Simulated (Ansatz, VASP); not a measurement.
TaN: VASP beside Ansatz

```
Ta N
1.0
     2.90669    0.00000    0.00000
    -1.45334    2.51727    0.00000
     0.00000    0.00000    2.85117
Ta N
1 1
Direct
  0.33333 0.66667 0.50000
  0.00000 0.00000 0.00000
```

Alike in both runs: functional LDA; k mesh 10 × 10 × 9; occupations fermi-dirac, width 0.02 eV; no spin polarisation.

Ansatz relaxed the structure, and its values are those at the end. VASP's run is a single point on that final structure, the one shown.

```csv
,VASP,Ansatz
version,VASP 6.6.1,Ansatz 0.2.0
potentials or method,"VASP PAW LDA potentials, release 64 (Ta_pv, N), cutoff 520 eV","all-electron LAPW, scalar-relativistic"
```

Ansatz gave:

- pressure (GPa): 0.0

Problem. Which values does VASP return?

Solution. Pressure (GPa): 2.1.

Ansatz ran all-electron here, so the differences hold the error of VASP's frozen core and of both bases.

Spin-orbit coupling is left out, which matters for the levels of Ta.
